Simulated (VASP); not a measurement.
Ge:

```xyz
1
Lattice="-1.6084 1.6084 1.8732 1.6084 -1.6084 1.8732 1.6084 1.6084 -1.8732" Properties=species:S:1:pos:R:3 pbc="T T T"
Ge    0.0000    0.0000    1.8732
```

The cell was built by a generator and needn't be a form met in nature.

```yaml
Program: VASP 6.6.1
Task: relaxation of cell and atoms
Functional: RPBE
Potentials_or_basis: VASP PAW PBE potentials, release 64 (Ge_d)
Cutoff: 600 eV
k_mesh: 12 × 12 × 12
Occupations: gaussian, width 0.05 eV
Spin: no spin polarisation
```

At the start: pressure 2.3 GPa; volume 19.38 Å³/atom.

Task: Where does the relaxation end?

Result: Over 4 steps the energy falls by 5.9 meV/atom and the volume is 20.15 Å³/atom (+3.9 %); space group I4/mmm (No. 139, to 0.05 Å).

Step by step:
```csv
step,energy change (eV),largest force (eV/Å),pressure (GPa),volume (Å³)
1,0.0000,0.0000,2.28,19.38
2,-0.0058,0.0000,-0.10,20.17
3,-0.0058,0.0000,-0.04,20.15
4,-0.0059,0.0000,-0.04,20.15
```

Final structure:
```yaml
crystal:
  lattice:
    - [-1.62477, 1.62477, 1.90784]
    - [1.62477, -1.62477, 1.90784]
    - [1.62477, 1.62477, -1.90784]
  atoms:
    - { symbol: Ge, position: [0.50000, 0.50000, 0.00000] }
```

Caveat: the PAW data sets were made with another functional, which shifts forces and pressure a little.
